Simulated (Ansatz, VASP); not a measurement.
**SnTe2: VASP beside Ansatz**

Aim: how closely do two programs agree when they are given the same cell, functional and k mesh? The cell is generated by rule, not measured, and may not be a known phase. The cell is taken from a series of runs on this material, whose earlier steps may have relaxed, scaled, displaced or heated it; both programs get it as it stands.

Program: Ansatz 0.2.0. Level of theory: plane waves, with VASP 6.6.1 beside it; single point at PBE. Results are calculated unless marked as measured.

The structure was built from a prototype and need not be the compound's stable phase.

### Step 1. Set-up

The structure is orthorhombic, space group Pmma (No. 51). The conventional cell has a = 9.981 Å, b = 4.424 Å, c = 9.981 Å, α = 90.00°, β = 90.00°, γ = 90.00°. Nearest to Sn lie 6 Te at 2.67 to 3.36 Å. Nearest to Sn lie 6 Te at 2.94 to 3.08 Å. Te has 3 Sn at 2.99 to 3.36 Å nearest. Te has 3 Sn at 2.67 to 2.94 Å nearest. Nearest to Te lie 3 Sn at 3.08 to 3.12 Å. Farther neighbours and most contacts between anions are not listed.

Coordinates:

```cif
data_structure
_symmetry_space_group_name_H-M 'P 1'
_symmetry_Int_Tables_number 1
_cell_length_a 4.4241
_cell_length_b 9.9811
_cell_length_c 9.9811
_cell_angle_alpha 90.000
_cell_angle_beta 90.000
_cell_angle_gamma 90.000
_cell_volume 440.74
loop_
_atom_site_label
_atom_site_type_symbol
_atom_site_fract_x
_atom_site_fract_y
_atom_site_fract_z
_atom_site_occupancy
Sn1 Sn 0.00000 0.53797 0.50000 1
Sn2 Sn 0.00000 0.96203 0.00000 1
Sn3 Sn 0.50000 0.99928 0.50000 1
Sn4 Sn 0.50000 0.50072 0.00000 1
Te5 Te 0.00000 0.20117 0.50000 1
Te6 Te 0.00000 0.69469 0.00000 1
Te7 Te 0.00000 0.80531 0.50000 1
Te8 Te 0.00000 0.29883 0.00000 1
Te9 Te 0.50000 0.06011 0.19793 1
Te10 Te 0.50000 0.43989 0.69793 1
Te11 Te 0.50000 0.06011 0.80207 1
Te12 Te 0.50000 0.43989 0.30207 1
```

### Step 2. Ansatz: single point, PBE, pair 1

Ansatz runs on its default PAW (the set named soft_2) files.

With cell and atoms fixed, the geometry can't cause a difference; cores, projectors, grids and the points listed under the comparison can.

input.yaml

```yaml
crystal:
  lattice:
    - [0.0, 0.0, -4.4240602484]
    - [-7.0577214653, -7.0577214653, 0.0]
    - [-7.0577214653, 7.0577214653, 0.0]
  atoms:
    - { symbol: Sn, position: [0.0, 0.5379711652, 0.5] }
    - { symbol: Sn, position: [0.0, 0.9620288348, 1.0] }
    - { symbol: Sn, position: [0.5, 0.9992838827, 0.5] }
    - { symbol: Sn, position: [0.5, 0.5007161173, 0.0] }
    - { symbol: Te, position: [0.0, 0.2011716619, 0.5] }
    - { symbol: Te, position: [0.0, 0.694689719, 0.0] }
    - { symbol: Te, position: [0.0, 0.805310281, 0.5] }
    - { symbol: Te, position: [0.0, 0.2988283381, 0.0] }
    - { symbol: Te, position: [0.5, 0.0601134617, 0.1979306904] }
    - { symbol: Te, position: [0.5, 0.4398865383, 0.6979306904] }
    - { symbol: Te, position: [0.5, 0.0601134617, 0.8020693096] }
    - { symbol: Te, position: [0.5, 0.4398865383, 0.3020693096] }
kpoints:
  mp_grid: { grid: [8, 4, 4] }
hamiltonian:
  xc: pbe
scf:
  occupations: { method: methfessel_paxton, width: 0.2 }
output:
  forces: true
  stress: true
  eigenvalues: true
```

The run is started by

```bash
$ ansatz run input.yaml --threads 4 --pin off --max-ram 14336MiB --backend cpu --events-out ev --progress --plain --runs-dir out
```

Numbers of over 12 decimals in the logs are rounded to 6 here.

The program printed:

```text
Engine: ansatz 0.2.0, aarch64-unknown-linux-gnu
Pseudopotentials: kind: paw
Pseudopotential: Sn, paw, valence charge 14, recommended cutoff 420 eV (normal), Sn.paw.azcp
Pseudopotential: Te, paw, valence charge 16, recommended cutoff 420 eV (normal), Te.paw.azcp
Functional definition: PBE
  parameter kappa = 0.804
  parameter beta = 0.066725
  exchange = pbe_x(kappa = kappa, mu = beta*pi^2/3)
  correlation = pbe_c(beta = beta)
Crystal: 12 atoms, lattice volume = 440.738 Å³
Basis set: ecut = 420 eV, 8627 PW (Γ), exchange–correlation on 60×144×144 points (8 copies of the dense FFT grid, shifted against one another)
Bands: 111, of which v1, the nominal top of the filled ones, is band 92 counted from 1 (91 counted from 0)
Symmetry: 8 space group operations
Space group: Pmma (ITA 51), of the structure as read, at distance tolerance 7.6e-5 Å
k-points: 45 of 128
Non-local potential: Sn, projectors of the file, l = 0: 2, l = 1: 2, l = 2: 2, l = 3: 2
Non-local potential: Te, projectors of the file, l = 0: 2, l = 1: 2, l = 2: 2, l = 3: 2
PAW form: soft (Blöchl's): semilocal exchange-correlation on the pseudo side does not see the compensation charge
PAW one-centre angular grid: Sn, 590 points (default); XC on 64 Gauss nodes
PAW one-centre angular grid: Te, 590 points (default); XC on 64 Gauss nodes
Initial density: superposition of atomic densities (neutral atoms: chi_scale 0, normalization atom), corrected by the library's trained network
Initial wavefunctions: pseudopotential atomic-orbital guess
Functional: x = pbe(κ = 0.804, μ = 0.219515), c = pbe(β = 0.066725)
SCF iter   1: F=—  HF=-79935.580323 eV  |F-HF|=—  |Δ(HF+E_count)|=         —  Δρ=2.08e-3  dr2=3.30e-2  ethr=1.77e-3  ⟨swp⟩=7.2  Hψ=19659  notcnv=0
preconditioner: auto → LDOS  [metal: Δε(μ)=0.024 eV  Ē_g=8.013 eV  σ=0.200 eV  W_gap=0.10  n_scr=94 (ndim 8)  ℏωp=14.2 eV  f_vac=0.090  D(μ)=5.25/eV (n_scr^D=22)  β→1.0]
SCF iter   2: F=—  HF=-79935.576814 eV  |F-HF|=—  |Δ(HF+E_count)|=   3.51e-3  S|Δr|=    0.00e0  Δρ=1.07e-3  dr2=7.93e-3  ethr=1.79e-5  ⟨swp⟩=2.3  Hψ=9534  notcnv=0  defer=1
SCF iter   3: F=—  HF=-79935.574376 eV  |F-HF|=—  |Δ(HF+E_count)|=   2.44e-3  S|Δr|=    0.00e0  Δρ=3.46e-4  dr2=9.30e-4  ethr=4.31e-6  ⟨swp⟩=2.0  Hψ=8310  notcnv=0  defer=1
SCF iter   4: F=—  HF=-79935.574186 eV  |F-HF|=—  |Δ(HF+E_count)|=   1.90e-4  S|Δr|=    0.00e0  Δρ=8.84e-5  dr2=4.32e-5  ethr=5.05e-7  ⟨swp⟩=2.0  Hψ=8307  notcnv=0  defer=1
SCF iter   5: F=—  HF=-79935.574113 eV  |F-HF|=—  |Δ(HF+E_count)|=   7.33e-5  S|Δr|=    0.00e0  Δρ=2.12e-5  dr2=3.37e-6  ethr=2.35e-8  ⟨swp⟩=2.0  Hψ=8791  notcnv=0  defer=1
SCF iter   6: F=—  HF=-79935.574114 eV  |F-HF|=—  |Δ(HF+E_count)|=   1.15e-6  S|Δr|=    0.00e0  Δρ=8.46e-6  dr2=4.18e-7  ethr=1.83e-9  ⟨swp⟩=2.0  Hψ=8818  notcnv=0  defer=1
SCF iter   7: F=-79935.574114 eV  HF=-79935.574114 eV  |F-HF|=9.75e-9  |Δ(HF+E_count)|=   1.44e-8  S|Δr|=    0.00e0  Δρ=1.92e-6  dr2=1.70e-8  ethr=5.43e-11  ⟨swp⟩=11.6  Hψ=24857  notcnv=0
SCF 1 converged in 7 iterations: F = -79935.574114 eV  dr2 = 1.70e-8
  greatest PAW one-centre occupation: 0.998 electrons in one spin orbital (limit 2), on the Te atom at site 6 (counted from 0), in its partial waves of l = 2
SCF converged after 7 iterations
Stability not checked: this state was not tested for a lower state beside it, because cold or Methfessel-Paxton smearing, or corrected tetrahedra, fill the levels in a way that the test cannot read (fill_not_monotonic; see scf.lower_state_search)
Free energy (F): -79935.574114 eV
Harris-Foulkes:  -79935.574114 eV  (|F-HF|=9.75e-9)
Internal energy: -79935.594659 eV  (E = F + TS)
E sigma→0 (E₀):  -79935.579250 eV
Entropy (-TS):   0.020545 eV (1.712 meV/atom)
Fermi energy:    6.918109 eV
--- Per-component energies (eV) ---
  E_band       = -2807.084938
  E_kinetic    = 2180.994573
  E_local      = -16440.487381  (includes V_loc(G=0)·N_el)
  E_nonlocal   = -2610.290500
  E_hartree    = 9867.561991
  E_xc         = -2516.821533
  E_vxc        = -1206.812930  (∫ρ·V_xc dr)
  E_paw        = -53847.022409  (= ΣΔE_a)
  E_vpaw       = -4465.606487  (= ΣTr[D̂ρ^β])
  E_aug_tail   = -0.001454  (compensation charges beyond the density's cutoff)
  E_ewald      = -16569.527945
  E_smearing   = 0.020545  (= −TS)
  E_closure    = 0.000000  (closes the sum)
  Σ components = -79935.574114   (vs F -79935.574114, Δ=0.00e0)
--- Forces (eV/Å), atoms counted from 1 ---
  atom   1  Sn     1.09615338     1.09615338     0.00000000
  atom   2  Sn    -1.09615338    -1.09615338     0.00000000
  atom   3  Sn    -0.32100995    -0.32100995     0.00000000
  atom   4  Sn     0.32100995     0.32100995     0.00000000
  atom   5  Te     0.04903954     0.04903954     0.00000000
  atom   6  Te     0.64155876     0.64155876     0.00000000
  atom   7  Te    -0.64155876    -0.64155876     0.00000000
  atom   8  Te    -0.04903954    -0.04903954     0.00000000
  atom   9  Te     0.40197166    -0.12747519     0.00000000
  atom  10  Te     0.12747519    -0.40197166     0.00000000
  atom  11  Te    -0.12747519     0.40197166     0.00000000
  atom  12  Te    -0.40197166     0.12747519     0.00000000
  max |Σ_I F_I| component: 1.11e-16 eV/Å
--- Stress (GPa, compression-positive) ---
        0.310731       3.209397       0.000000
        3.209397       0.310731      -0.000000
        0.000000       0.000000      -0.921569
  P = ⅓ Tr σ = -0.1000 GPa (-1.000 kbar)
--- Band table (eV; the first three rows and the last of 45) ---
  k-point 0: bands = [... 88 lower, 6.1838, 6.2846, 6.4311, 6.7218, 6.9426, 7.1449, 7.4226, 7.6640, ... 15 higher]
  k-point 1: bands = [... 88 lower, 6.2883, 6.3778, 6.4894, 6.5785, 7.2124, 7.2386, 7.4783, 7.6548, ... 15 higher]
  k-point 2: bands = [... 88 lower, 6.2621, 6.2621, 6.5945, 6.5945, 7.4227, 7.4227, 7.5697, 7.5697, ... 15 higher]
  k-point 44: bands = [... 88 lower, 6.3837, 6.3837, 6.6033, 6.6033, 7.4926, 7.4926, 7.6305, 7.6305, ... 15 higher]
```

Reading the cycles: dr2 is the Hartree energy of the density residual (eV), the measure of convergence; HF is the Harris–Foulkes estimate of the energy, which meets the free energy F at convergence.

The run ends at a pressure of -0.10 GPa, with forces up to 1.6 eV/Å.

### Step 3. VASP: single point, PBE, pair 1

The same cell, functional, mesh and smearing now go to VASP, with its own data sets.

Lines of VASP's logs that name or quote its potential files are left out, and so is its time.

INCAR

```
SYSTEM = SnTe2
PREC = Accurate
ENCUT = 500
EDIFF = 1E-06
NELM = 120
ISMEAR = 1
SIGMA = 0.2
LREAL = .FALSE.
ALGO = Normal
GGA = PE
NBANDS = 64
LORBIT = 11
LWAVE = .FALSE.
LCHARG = .FALSE.
ISIF = 2
LASPH = .TRUE.
GGA_COMPAT = .FALSE.
KPAR = 2
```

POSCAR

```
SnTe2
1.0
    0.0000000000      0.0000000000     -4.4240602484
   -7.0577214653     -7.0577214653      0.0000000000
   -7.0577214653      7.0577214653      0.0000000000
Sn Te
4 8
Direct
    0.0000000000      0.5379711652      0.5000000000
    0.0000000000      0.9620288348      0.0000000000
    0.5000000000      0.9992838827      0.5000000000
    0.5000000000      0.5007161173      0.0000000000
    0.0000000000      0.2011716619      0.5000000000
    0.0000000000      0.6946897190      0.0000000000
    0.0000000000      0.8053102810      0.5000000000
    0.0000000000      0.2988283381      0.0000000000
    0.5000000000      0.0601134617      0.1979306904
    0.5000000000      0.4398865383      0.6979306904
    0.5000000000      0.0601134617      0.8020693096
    0.5000000000      0.4398865383      0.3020693096
```

KPOINTS

```
Automatic mesh
0
Gamma
8 4 4
0 0 0
```

Potentials, in the order of the species: Sn_d and Te (PBE family, release 64).

The run is started by

```bash
$ mpirun -np 2 vasp_std
```

The program printed:

```text
[banner, memory and clock lines left out]
running    2 mpi-ranks, on    1 nodes
 distrk:  each k-point on    1 cores,    2 groups
 distr:  one band on    1 cores,    1 groups

 POSCAR found type information on POSCAR SnTe
 POSCAR found :  2 types and      12 ions
 LDA part: xc-table for (Slater+PW92), standard interpolation
 POSCAR, INCAR and KPOINTS ok, starting setup
 FFT: planning ... GRIDC
 FFT: planning ... GRID_SOFT
 FFT: planning ... GRID
 WAVECAR not read
 entering main loop
       N       E                     dE             d eps       ncg     rms          rms(c)
DAV:   1     0.949337082566E+03    0.94934E+03   -0.41615E+04  5760   0.165E+03
DAV:   2     0.115747796654E+03   -0.83359E+03   -0.80952E+03  6032   0.405E+02
DAV:   3    -0.291058592582E+02   -0.14485E+03   -0.14022E+03  6712   0.172E+02
DAV:   4    -0.394724140145E+02   -0.10367E+02   -0.10141E+02  6744   0.455E+01
DAV:   5    -0.398971937544E+02   -0.42478E+00   -0.42279E+00  8024   0.944E+00    0.122E+01
DAV:   6    -0.395998943515E+02    0.29730E+00   -0.68541E-01  7264   0.471E+00    0.850E+00
DAV:   7    -0.396041489531E+02   -0.42546E-02   -0.46155E-01  7544   0.261E+00    0.802E-01
DAV:   8    -0.395893050468E+02    0.14844E-01   -0.89417E-02  6848   0.151E+00    0.926E-01
DAV:   9    -0.395896960269E+02   -0.39098E-03   -0.11492E-02  7504   0.309E-01    0.636E-01
DAV:  10    -0.395904706117E+02   -0.77458E-03   -0.67641E-04  7120   0.100E-01    0.329E-01
DAV:  11    -0.395903707228E+02    0.99889E-04   -0.85194E-04  7168   0.131E-01    0.728E-02
DAV:  12    -0.395903851160E+02   -0.14393E-04   -0.38363E-04  6760   0.532E-02    0.351E-02
DAV:  13    -0.395903938851E+02   -0.87691E-05   -0.28609E-05  7528   0.197E-02    0.251E-02
DAV:  14    -0.395904053653E+02   -0.11480E-04   -0.20364E-05  5656   0.140E-02    0.101E-02
DAV:  15    -0.395904046723E+02    0.69299E-06   -0.27500E-06  5272   0.852E-03
   1 F= -.39590405E+02 E0= -.39597249E+02  d E =0.205331E-01
```

OUTCAR, selected parts (step 3):

```text
ion  position               nearest neighbor table
   1  0.000  0.538  0.500-   7 2.67  10 3.12  12 3.12  10 3.12  12 3.12   5 3.36
   2  0.000  0.962  0.000-   6 2.67   9 3.12  11 3.12   9 3.12  11 3.12   8 3.36
   3  0.500  0.999  0.500-   7 2.94   7 2.94   5 2.99   5 2.99   9 3.08  11 3.08
   4  0.500  0.501  0.000-   6 2.94   6 2.94   8 2.99   8 2.99  10 3.08  12 3.08
   5  0.000  0.201  0.500-   3 2.99   3 2.99   1 3.36
   6  0.000  0.695  0.000-   2 2.67   4 2.94   4 2.94
   7  0.000  0.805  0.500-   1 2.67   3 2.94   3 2.94
   8  0.000  0.299  0.000-   4 2.99   4 2.99   2 3.36
   9  0.500  0.060  0.198-   3 3.08   2 3.12   2 3.12
  10  0.500  0.440  0.698-   4 3.08   1 3.12   1 3.12
  11  0.500  0.060  0.802-   3 3.08   2 3.12   2 3.12
  12  0.500  0.440  0.302-   4 3.08   1 3.12   1 3.12

  LATTYP: Found a simple tetragonal cell.
 ALAT       =     9.9811254157
 C/A-ratio  =     0.4432426269

 Subroutine GETGRP returns: Found  8 space group operations
 (whereof  4 operations were pure point group operations)

The static configuration has the point symmetry C_2v.
 The point group associated with its full space group is D_2h.

 Found     45 irreducible k-points:

   k-points           NKPTS =     45   k-points in BZ     NKDIM =     45   number of bands    NBANDS=     64

   dimension x,y,z NGX =    32 NGY =   80 NGZ =   80
   dimension x,y,z NGXF=    64 NGYF=  160 NGZF=  160

   ENCUT  =  500.0 eV  36.75 Ry    6.06 a.u.   8.07 18.20 18.20*2*pi/ulx,y,z

   NELECT =     104.0000    total number of electrons

 k-points in reciprocal lattice and weights: Automatic mesh
   0.00000000  0.00000000  0.00000000       0.008
   0.12500000  0.00000000  0.00000000       0.016
   0.25000000  0.00000000  0.00000000       0.016
   0.37500000  0.00000000  0.00000000       0.016
   0.50000000  0.00000000  0.00000000       0.008
   0.00000000  0.25000000  0.00000000       0.016
   0.00000000  0.00000000  0.25000000       0.016
   0.12500000  0.25000000  0.00000000       0.031
   0.12500000  0.00000000  0.25000000       0.031
[...]
0.37500000  0.50000000  0.50000000       0.016
   0.50000000  0.50000000  0.50000000       0.008

 average (electrostatic) potential at core
       1-102.6847       2-102.6847       3-102.6825       4-102.6825       5 -89.7677
       6 -89.5549       7 -89.5549       8 -89.7677       9 -89.6475      10 -89.6475
      11 -89.6475      12 -89.6475

 E-fermi :   4.5026

 k-point     1 :       0.0000    0.0000    0.0000
  band No.  band energies     occupation
    ...
     49       3.7690      2.00000
     50       3.8717      2.00008
     51       4.0157      2.00309
     52       4.3070      2.04535
     53       4.5286      0.78193
     54       4.7281     -0.06763
     55       5.0090     -0.00200
     56       5.2466     -0.00000
     57       6.7255     -0.00000
     58       6.7259     -0.00000
    ...

 k-point     2 :       0.1250    0.0000    0.0000
  band No.  band energies     occupation
    ...
     47       3.7772      2.00000
     48       3.8678      2.00007
     49       3.9818      2.00144
     50       4.0578      2.00727
     51       4.5298      0.77193
     52       4.6073      0.23426
     53       4.7703     -0.06749
     54       4.8435     -0.03669
     55       5.3155     -0.00000
     56       5.3937     -0.00000
    ...

 k-point     3 :       0.2500    0.0000    0.0000
  band No.  band energies     occupation
    ...
     47       3.6905      2.00000
     48       3.8160      2.00001
     49       3.9690      2.00106
     50       4.0618      2.00783
     51       4.2067      2.05712
     52       4.7249     -0.06634
     53       4.7984     -0.05714
     54       5.0591     -0.00060
     55       5.2251     -0.00000
     56       5.6427     -0.00000
    ...

  Total        0.7913788      0.7913788     -2.5816158      8.8239101      0.0000000      0.0000000
  in kB        2.8768348      2.8768348     -9.3847376     32.0768417      0.0000000      0.0000000
  external PRESSURE =      -1.2103560 kB  Pullay stress =       0.0000000 kB

  energy-cutoff  :      500.00
  volume of cell :      440.74
      direct lattice vectors                 reciprocal lattice vectors
     0.000000000  0.000000000 -4.424060248     0.000000000  0.000000000 -0.226036705
    -7.057721465 -7.057721465  0.000000000    -0.070844394 -0.070844394  0.000000000
    -7.057721465  7.057721465  0.000000000    -0.070844394  0.070844394  0.000000000

 POSITION                                       TOTAL-FORCE (eV/Angst)
 -----------------------------------------------------------------------------------
     -7.32571     -0.26799      0.00000         1.099418      1.099418      0.000000
     -6.78973     -6.78973      0.00000        -1.099418     -1.099418      0.000000
    -10.58153     -3.52381     -2.21203        -0.321278     -0.321278      0.000000
     -3.53391     -3.53391     -2.21203         0.321278      0.321278      0.000000
     -4.94867      2.10905      0.00000         0.045079      0.045079      0.000000
     -4.90293     -4.90293      0.00000         0.643553      0.643553      0.000000
     -9.21252     -2.15479      0.00000        -0.643553     -0.643553      0.000000
     -2.10905     -2.10905      0.00000        -0.045079     -0.045079      0.000000
     -1.82120      0.97268     -2.21203         0.400375     -0.128639      0.000000
     -8.03040      1.82120     -2.21203         0.128639     -0.400375      0.000000
     -6.08505      5.23652     -2.21203        -0.128639      0.400375      0.000000
     -5.23652     -0.97268     -2.21203        -0.400375      0.128639      0.000000
 -----------------------------------------------------------------------------------
    total drift:                               -0.000000     -0.000000     -0.000000

  FREE ENERGIE OF THE ION-ELECTRON SYSTEM (eV)
  ---------------------------------------------------
  free  energy   TOTEN  =       -39.5904046723 eV

  energy  without entropy=      -39.6109378058  energy(sigma->0) =      -39.59724905

 total charge
# of ion       s       p       d       tot
------------------------------------------
    1        1.211   0.900  10.008  12.119
    2        1.211   0.900  10.008  12.119
    3        1.204   0.898  10.022  12.123
    4        1.204   0.898  10.022  12.123
    5        1.412   1.861   0.024   3.297
    6        1.387   2.004   0.026   3.418
    7        1.387   2.004   0.026   3.418
    8        1.412   1.861   0.024   3.297
    9        1.409   1.866   0.020   3.295
   10        1.409   1.866   0.020   3.295
   11        1.409   1.866   0.020   3.295
   12        1.409   1.866   0.020   3.295
--------------------------------------------------
tot         16.063  18.792  40.242  75.097

[... 3 further parts left out ...]
```

The run ends at a pressure of -0.12 GPa, with forces up to 1.6 eV/Å.

### Step 4. Side by side

Known differences besides the potentials themselves: the data sets hold 184 valence electrons in Ansatz (on its default PAW (the set named soft_2) files) and 104 in VASP; the cutoff is 420 eV in Ansatz and 500 eV in VASP. Total energies have different zeros and are not compared.

Compared:

| quantity | Ansatz | VASP | difference |
| --- | --- | --- | --- |
| pressure (GPa) | -0.10 | -0.12 | +0.02 |

Forces on 9 of the 12 atoms, those with the largest forces and the largest differences (eV/Å; atoms numbered as in POSCAR):

```
atom         Ansatz x, y, z           VASP x, y, z
 Sn1    1.096, 1.096, 0.000    1.099, 1.099, 0.000
 Sn2  -1.096, -1.096, 0.000  -1.099, -1.099, 0.000
 Sn3  -0.321, -0.321, 0.000  -0.321, -0.321, 0.000
 Sn4    0.321, 0.321, 0.000    0.321, 0.321, 0.000
 Te5    0.049, 0.049, 0.000    0.045, 0.045, 0.000
 Te6    0.642, 0.642, 0.000    0.644, 0.644, 0.000
 Te7  -0.642, -0.642, 0.000  -0.644, -0.644, 0.000
 Te8  -0.049, -0.049, 0.000  -0.045, -0.045, 0.000
Te11   -0.127, 0.402, 0.000   -0.129, 0.400, 0.000
```

The forces differ by 1.9 meV/Å r.m.s., which is 0.4 % of the r.m.s. force of 0.460 eV/Å (both taken over all components).

(Part 1 of 2 ends here.)

[Lines on the potential files, build, host, timing and source positions are cut from VASP's logs without a mark.]

[Logs are printed without paths, hosts, clocks, repeated set-up lines and the standing remarks that a program may print on its own settings, such as how far it seeks lower states.]

[Hosts, paths, dates, database ids (printed as entryN), source tags and the programs' standing remarks are cut or masked in the printed files.]
